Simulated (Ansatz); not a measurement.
## Nuclear-site quantities of Ge as the cell is scaled

```yaml
crystal:
  lattice:
    - [0.00000, 2.82877, 2.82877]
    - [2.82877, 0.00000, 2.82877]
    - [2.82877, 2.82877, 0.00000]
  atoms:
    - { symbol: Ge, position: [0.50000, 0.50000, 0.50000] }
    - { symbol: Ge, position: [0.75000, 0.75000, 0.75000] }
```

Atoms are numbered in the order listed.

The structure is an experimental refinement, used without relaxation.

All numbers below come from DFT, PBE, all-electron PAW with datasets made for the crystal, scalar-relativistic in Ansatz 0.2.0.

Settings: a Γ-centred 10×10×10 k mesh, Fermi–Dirac smearing of 0.05 eV, cutoff 140 eV (chosen by the program for this cell), no spin polarisation.

The contact density is the mean electron density over the nuclear volume; its changes set Mössbauer isomer shifts. Changes below are taken from the unscaled cell, where it is 210324 e/Å³ at Ge1.

Volumes at which the program chose other datasets or cutoffs are left out.

The datasets are made afresh for each cell, so very small changes are uncertain.

Task: Does compression raise or lower the contact density at Ge1?

Result: It lowers it, by 3.11 e/Å³ over the whole range.

Task: Tabulate the changes with volume.

Result: 
```tsv
V/V(cell)	P (GPa)	Δρ(0) Ge1 (e/Å³)
0.9900	4.4	-0.45
1.0000	3.6	0.00
1.0100	2.9	0.46
1.0200	2.2	0.90
1.0400	0.9	1.76
1.0600	-0.2	2.66
```
